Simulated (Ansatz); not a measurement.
# Ti (P6/mmm) in Ansatz: further runs

Runs on Ti. Level: LDA. Tasks: single point, equation of state.

All numbers are computed with Ansatz 0.2.0; they aren't measurements. Logs are shortened: lines on timing, memory, paths and dates and some standing lists are left out, and cuts for length are marked.

## 1. Starting point

The structure is hexagonal, space group P6/mmm (No. 191). Conventional cell: a = 4.567 Å, b = 4.567 Å, c = 2.826 Å, α = 90.00°, β = 90.00°, γ = 120.00°. Ti (site symmetry -6m2) has 11 Ti at 2.64 to 2.99 Å as nearest neighbours. Ti (site symmetry 6/mmm) is surrounded by 14 Ti at 2.83 to 2.99 Å.

This isn't the form of Ti at room conditions, which is hcp.

## 2. Single point, LDA, 16.00 Å³/atom (volume scaled by 0.94)

input.yaml

```yaml
crystal:
  lattice:
    - [4.4741369374, 0.0, 0.0]
    - [-2.2370684687, 3.8747162478, 0.0]
    - [0.0, 0.0, 2.7685496267]
  atoms:
    - { symbol: Ti, position: [0.6666666667, 0.3333333333, 0.5] }
    - { symbol: Ti, position: [0.3333333333, 0.6666666667, 0.5] }
    - { symbol: Ti, position: [0.0, 0.0, 0.0] }
hamiltonian:
  xc: lda
  pseudopotentials: { kind: paw }
kpoints:
  mp_grid: { grid: [7, 7, 9] }
scf:
  occupations: { method: fermi_dirac, width: 0.05 }
output:
  forces: true
  stress: true
  eigenvalues: true
```

Potentials or basis: Ansatz PAW.

On the command line:

```console
> ansatz run input.yaml --threads 2 --pin off --max-ram 5632MiB --backend cpu --events-out ev --progress --plain --runs-dir out
```

What it wrote:

```text
Warning: RAYON_NUM_THREADS=2 ignored (pool sized by the plan → 2); use --threads N
Engine: ansatz 0.2.0, x86_64-unknown-linux-gnu
Pseudopotentials: kind: paw
Pseudopotential: Ti, paw, valence charge 12, recommended cutoff 420 eV (normal), Ti.paw.azcp
Functional definition: SPW92
  exchange = slater_x
  correlation = pw_c
Crystal: 3 atoms, lattice volume = 47.996 Å³
Basis set: ecut = 420 eV, 939 PW (Γ)
Bands: 22, of which v1, the nominal top of the filled ones, is band 18 counted from 1 (17 counted from 0)
Symmetry: 24 space group operations
Space group: P6/mmm (ITA 191), of the structure as read, at distance tolerance 3.6e-5 Å
k-points: 40 of 441
Non-local potential: Ti, projectors of the file, l = 0: 3, l = 1: 2, l = 2: 3, l = 3: 1
PAW form: soft (Blöchl's): semilocal exchange-correlation on the pseudo side does not see the compensation charge
PAW frozen core: Ti, regenerated for the run's functional, and the local potential with it (the file was generated under x = pbe(κ = 0.804, μ = 0.2195149727645171), c = pbe(β = 0.06672455060314922))
PAW one-centre angular grid: Ti, 590 points (default); XC on 64 Gauss nodes
Initial density: superposition of atomic densities (neutral atoms: chi_scale 0, normalization atom), corrected by the library's trained network
Initial wavefunctions: pseudopotential atomic-orbital guess
Functional: x = slater, c = lda
SCF iter   1: F=—  HF=-7351.002794 eV  |F-HF|=—  |Δ(HF+E_count)|=         —  Δρ=1.17e-2  dr2=6.72e-2  ethr=1.77e-3  ⟨swp⟩=4.1  Hψ=3102  notcnv=0
preconditioner: auto → none  [metal: Δε(μ)=0.014 eV  Ē_g=2.574 eV  σ=0.050 eV  W_gap=0.07  n_scr=8 (ndim 8)  ℏωp=18.6 eV  f_vac=0.000  D(μ)=2.57/eV (n_scr^D=26)  sad-step TF]
SCF iter   2: F=—  HF=-7350.991796 eV  |F-HF|=—  |Δ(HF+E_count)|=   1.10e-2  Δρ=6.64e-3  dr2=2.71e-2  ethr=1.87e-4  ⟨swp⟩=2.0  Hψ=1319  notcnv=0
SCF iter   3: F=—  HF=-7350.987010 eV  |F-HF|=—  |Δ(HF+E_count)|=   4.79e-3  Δρ=6.23e-4  dr2=2.13e-4  ethr=7.53e-5  ⟨swp⟩=2.0  Hψ=1214  notcnv=0
SCF iter   4: F=—  HF=-7350.987005 eV  |F-HF|=—  |Δ(HF+E_count)|=   4.58e-6  Δρ=2.22e-4  dr2=2.85e-5  ethr=5.92e-7  ⟨swp⟩=2.5  Hψ=1528  notcnv=0
SCF iter   5: F=—  HF=-7350.986996 eV  |F-HF|=—  |Δ(HF+E_count)|=   9.76e-6  Δρ=7.84e-5  dr2=3.33e-6  ethr=7.92e-8  ⟨swp⟩=2.1  Hψ=1169  notcnv=0
SCF iter   6: F=—  HF=-7350.986995 eV  |F-HF|=—  |Δ(HF+E_count)|=   6.36e-7  Δρ=1.60e-5  dr2=1.27e-7  ethr=9.24e-9  ⟨swp⟩=2.1  Hψ=1167  notcnv=0
SCF iter   7: F=-7350.986995 eV  HF=-7350.986995 eV  |F-HF|=1.83e-9  |Δ(HF+E_count)|=   3.27e-8  Δρ=1.67e-6  dr2=2.07e-9  ethr=2.78e-10  ⟨swp⟩=4.8  Hψ=3128  notcnv=0
SCF 1 converged in 7 iterations: F = -7350.986995 eV  dr2 = 2.07e-9
SCF converged after 7 iterations
Free energy (F): -7350.986995 eV
Harris-Foulkes:  -7350.986995 eV  (|F-HF|=1.83e-9)
Internal energy: -7350.963550 eV  (E = F + TS)
E sigma→0 (E₀):  -7350.975272 eV
Entropy (-TS):   -0.023445 eV (-7.815 meV/atom)
Fermi energy:    14.274952 eV
--- Per-component energies (eV) ---
  E_band       = -426.259941
  E_kinetic    = 822.830167
  E_local      = -2324.448653  (includes V_loc(G=0)·N_el)
  E_nonlocal   = 37.049297
  E_hartree    = 961.119697
  E_xc         = -291.628913
  E_vxc        = -367.082140  (∫ρ·V_xc dr)
  E_paw        = -2998.103085  (= ΣΔE_a)
  E_vpaw       = -516.847235  (= ΣTr[D̂ρ^β])
  E_aug_tail   = 0.000280  (compensation charges beyond the density's cutoff)
  E_ewald      = -3558.760190
  E_core_change = 0.977851  (= ΣΔE_core)
  E_smearing   = -0.023445  (= −TS)
  E_closure    = 0.000000  (closes the sum)
  Σ components = -7350.986995   (vs F -7350.986995, Δ=0.00e0)
--- Forces (eV/Å), atoms counted from 1 ---
  atom   1  Ti    -0.00000000    -0.00000000    -0.00000000
  atom   2  Ti    -0.00000000     0.00000000     0.00000000
  atom   3  Ti    -0.00000000     0.00000000     0.00000000
  max |Σ_I F_I| component: 1.11e-16 eV/Å
--- Stress (GPa, compression-positive) ---
       -1.483985       0.000000      -0.000000
        0.000000      -1.483985      -0.000000
       -0.000000      -0.000000      -0.598915
  P = ⅓ Tr σ = -1.1890 GPa (-11.890 kbar)
--- Band table (eV; the first three rows and the last of 40) ---
  k-point 0: bands = ["-41.8643", "-41.6073", "-41.3980", "-18.5271", "-18.5271", "-18.4735", "-18.4735", "-18.0684", "-17.8381", "-17.7444", "-17.7198", "-17.7198", "8.1341", "12.1316", "13.5713", "13.5713", "13.6809", "13.6809", "14.2487", "14.9631", "15.6210", "15.6210"]
  k-point 1: bands = ["-41.8526", "-41.6014", "-41.3897", "-18.5115", "-18.5115", "-18.4640", "-18.4640", "-18.1313", "-17.9152", "-17.8079", "-17.7218", "-17.7218", "8.4310", "12.3727", "13.3526", "13.3526", "13.5260", "13.5260", "14.6470", "15.2245", "15.5396", "15.5396"]
  k-point 2: bands = ["-41.8224", "-41.5868", "-41.3686", "-18.4710", "-18.4710", "-18.4400", "-18.4400", "-18.2867", "-18.1092", "-17.9667", "-17.7278", "-17.7278", "9.2593", "12.8371", "12.8371", "12.9190", "13.1578", "13.1578", "15.5046", "15.5046", "15.7603", "15.9486"]
  k-point 39: bands = ["-41.7619", "-41.4678", "-41.4246", "-18.7383", "-18.5752", "-18.5081", "-18.3007", "-18.2395", "-18.2041", "-18.1360", "-17.9883", "-17.6542", "11.4832", "12.4158", "12.8563", "13.1737", "13.1887", "13.3857", "14.4994", "14.9299", "15.1866", "15.5607"]
```

Wall time 1.5 s (2 threads of AMD EPYC 7R13 (Zen 3), shared host); peak memory 0.37 GiB.

Results:

| Property | Result |
| --- | --- |
| Free energy | -7350.9870 eV |
| Pressure | -1.2 GPa |
| Band gap on the k mesh | none (metal or under the smearing width) |

Caveat: the PAW data sets come from PBE, with cores solved anew for the run's functional, which leaves a small shift of forces and pressure.

## 3. Single point, LDA, 16.34 Å³/atom (volume scaled by 0.96)

input.yaml: that of step 2 with these lines changed.

```diff
@@ -2,5 +2,5 @@
   lattice:
-    - [4.4741369374, 0.0, 0.0]
-    - [-2.2370684687, 3.8747162478, 0.0]
-    - [0.0, 0.0, 2.7685496267]
+    - [4.5056459821, 0.0, 0.0]
+    - [-2.252822991, 3.9020038809, 0.0]
+    - [0.0, 0.0, 2.7880470975]
   atoms:
```

Potentials or basis: Ansatz PAW.

On the command line:

```console
> ansatz run input.yaml --threads 2 --pin off --max-ram 5632MiB --backend cpu --events-out ev --progress --plain --runs-dir out
```

Run time: 1.4 s. Hardware: 2 threads of AMD EPYC 7R13 (Zen 3), shared host; peak memory 0.38 GiB.

Results (log left out):

* Free energy: -7350.9713 eV
* Pressure: -3.7 GPa
* Band gap on the k mesh: none (metal or under the smearing width)

Caveat: the PAW data sets come from PBE, with cores solved anew for the run's functional, which leaves a small shift of forces and pressure.

## 4. Single point, LDA, 16.68 Å³/atom (volume scaled by 0.98)

input.yaml: that of step 3 with these lines changed.

```diff
@@ -2,5 +2,5 @@
   lattice:
-    - [4.5056459821, 0.0, 0.0]
-    - [-2.252822991, 3.9020038809, 0.0]
-    - [0.0, 0.0, 2.7880470975]
+    - [4.5367203846, 0.0, 0.0]
+    - [-2.2683601923, 3.9289151029, 0.0]
+    - [0.0, 0.0, 2.8072756161]
   atoms:
```

On the command line:

```console
> ansatz run input.yaml --threads 2 --pin off --max-ram 5632MiB --backend cpu --events-out ev --progress --plain --runs-dir out
```

Wall time 1.4 s (2 threads of AMD EPYC 7R13 (Zen 3), shared host); peak memory 0.38 GiB.

It converged, with:

```
Free energy            : -7350.9403 eV
Pressure               : -6.0 GPa
Band gap on the k mesh : none (metal or under the smearing width)
```

Caveat: the PAW data sets come from PBE, with cores solved anew for the run's functional, which leaves a small shift of forces and pressure.

## 5. Single point, LDA, 17.02 Å³/atom

input.yaml: that of step 4 with these lines changed.

```diff
@@ -2,5 +2,5 @@
   lattice:
-    - [4.5367203846, 0.0, 0.0]
-    - [-2.2683601923, 3.9289151029, 0.0]
-    - [0.0, 0.0, 2.8072756161]
+    - [4.5673748306, 0.0, 0.0]
+    - [-2.2836874153, 3.9554626319, 0.0]
+    - [0.0, 0.0, 2.82624427]
   atoms:
@@ -20 +20,5 @@
   eigenvalues: true
+  write_density: true
+  write_potential: true
+  elf: true
+  volumetric_format: npy
```

On the command line:

```console
> ansatz run input.yaml --threads 2 --pin off --max-ram 5632MiB --backend cpu --events-out ev --progress --plain --runs-dir out
```

Run time: 2.3 s. Hardware: 2 threads of AMD EPYC 7R13 (Zen 3), shared host; peak memory 0.38 GiB.

The run converged. Its results:

| Property | Result |
| --- | --- |
| Free energy | -7350.8955 eV |
| Pressure | -8.0 GPa |
| Band gap on the k mesh | none (metal or under the smearing width) |

Caveat: the PAW data sets come from PBE, with cores solved anew for the run's functional, which leaves a small shift of forces and pressure.

## 6. Single point, LDA, 17.36 Å³/atom (volume scaled by 1.02)

input.yaml: that of step 5 with these lines changed.

```diff
@@ -2,5 +2,5 @@
   lattice:
-    - [4.5673748306, 0.0, 0.0]
-    - [-2.2836874153, 3.9554626319, 0.0]
-    - [0.0, 0.0, 2.82624427]
+    - [4.5976232276, 0.0, 0.0]
+    - [-2.2988116138, 3.9816585121, 0.0]
+    - [0.0, 0.0, 2.8449616649]
   atoms:
```

Potentials or basis: Ansatz PAW.

On the command line:

```console
> ansatz run input.yaml --threads 2 --pin off --max-ram 5632MiB --backend cpu --events-out ev --progress --plain --runs-dir out
```

Wall time 2.1 s (2 threads of AMD EPYC 7R13 (Zen 3), shared host); peak memory 0.38 GiB.

The run converged. Its results:

```
Free energy            : -7350.8381 eV
Pressure               : -9.9 GPa
Band gap on the k mesh : none (metal or under the smearing width)
```

Caveat: the PAW data sets come from PBE, with cores solved anew for the run's functional, which leaves a small shift of forces and pressure.

## 7. Single point, LDA, 17.70 Å³/atom (volume scaled by 1.04)

input.yaml: that of step 6 with these lines changed.

```diff
@@ -2,5 +2,5 @@
   lattice:
-    - [4.5976232276, 0.0, 0.0]
-    - [-2.2988116138, 3.9816585121, 0.0]
-    - [0.0, 0.0, 2.8449616649]
+    - [4.6274787604, 0.0, 0.0]
+    - [-2.3137393802, 4.007514162, 0.0]
+    - [0.0, 0.0, 2.8634359596]
   atoms:
@@ -20,5 +20 @@
   eigenvalues: true
-  write_density: true
-  write_potential: true
-  elf: true
-  volumetric_format: npy
```

On the command line:

```console
> ansatz run input.yaml --threads 2 --pin off --max-ram 5632MiB --backend cpu --events-out ev --progress --plain --runs-dir out
```

Wall time 1.3 s (2 threads of AMD EPYC 7R13 (Zen 3), shared host); peak memory 0.36 GiB.

Results (log left out):

- Free energy: -7350.7694 eV
- Pressure: -11.6 GPa
- Band gap on the k mesh: none (metal or under the smearing width)

Caveat: the PAW data sets come from PBE, with cores solved anew for the run's functional, which leaves a small shift of forces and pressure.

## 8. Single point, LDA, 18.04 Å³/atom (volume scaled by 1.06)

input.yaml: that of step 7 with these lines changed.

```diff
@@ -2,5 +2,5 @@
   lattice:
-    - [4.6274787604, 0.0, 0.0]
-    - [-2.3137393802, 4.007514162, 0.0]
-    - [0.0, 0.0, 2.8634359596]
+    - [4.6569539421, 0.0, 0.0]
+    - [-2.328476971, 4.0330404181, 0.0]
+    - [0.0, 0.0, 2.881674897]
   atoms:
```

On the command line:

```console
> ansatz run input.yaml --threads 2 --pin off --max-ram 5632MiB --backend cpu --events-out ev --progress --plain --runs-dir out
```

Wall time 2 s (2 threads of AMD EPYC 7R13 (Zen 3), shared host); peak memory 0.38 GiB.

It converged, with:

```yaml
Free_energy: -7350.6904 eV
Pressure: -13.1 GPa
Band_gap_on_the_k_mesh: none (metal or under the smearing width)
```

Caveat: the PAW data sets come from PBE, with cores solved anew for the run's functional, which leaves a small shift of forces and pressure.

## 9. Equation of state, LDA

Potentials or basis: Ansatz PAW.

No new run: the results of the series are fitted here.

What came out:

| Quantity | Value |
| --- | --- |
| Equilibrium volume | 15.85 Å³/atom (rough: see the caveat) |
| Bulk modulus at fixed shape and positions | 129 GPa (rough) |

Energy against volume, from the lowest point:
| volume (Å³/atom) | energy (meV/atom) |
| --- | --- |
| 15.999 | 0.00 |
| 16.339 | 5.24 |
| 16.679 | 15.57 |
| 17.020 | 30.51 |
| 17.360 | 49.62 |
| 17.701 | 72.53 |
| 18.041 | 98.85 |

Caveat: the minimum lies outside the volumes run; the cell was scaled at fixed shape and fractional positions, which overstates the stiffness of a crystal with free parameters, most of all of layers and chains.
